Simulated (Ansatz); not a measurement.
Ti:

```
CELL_PARAMETERS angstrom
-1.64100 1.64100 1.64100
1.64100 -1.64100 1.64100
1.64100 1.64100 -1.64100
ATOMIC_POSITIONS crystal
Ti 0.00000 0.00000 0.00000
```

This isn't the form of Ti at room conditions, which is hcp.

| Quantity | Value |
| --- | --- |
| Program | Ansatz 0.2.0 |
| Task | relaxation of cell and atoms |
| Functional | RPBE |
| Dispersion | D4 |
| Potentials or basis | Ansatz PAW |
| Cutoff | 420 eV (not typed: the program's choice for these potentials) |
| k mesh | 11 × 11 × 11 |
| Occupations | fermi-dirac, width 0.05 eV |
| Spin | no spin polarisation |

At the start: volume 17.68 Å³/atom.

Problem. Where does the relaxation end?

Solution. It ends after 5 steps and the volume is 17.23 Å³/atom (-2.5 %); space group Im-3m (No. 229, to 0.05 Å).

The path:
```
step  energy change (eV)  largest force (eV/Å)  volume (Å³)
   1              0.0000                0.0000        17.68
   2             -0.0012                0.0000        16.88
   3             -0.0036                0.0000        17.25
   4             -0.0036                0.0000        17.23
   5             -0.0035                0.0000        17.23
```

Final structure:
```
Ti
1.0
    -1.62723    1.62723    1.62723
     1.62723   -1.62723    1.62723
     1.62723    1.62723   -1.62723
Ti
1
Direct
  0.00000 0.00000 0.00000
```

Caveat: the plane-wave basis is chosen anew once the cell has moved, so the energies of steps on either side of that aren't comparable; the PAW data sets come from PBE, with cores solved anew for the run's functional, which leaves a small shift of forces and pressure.
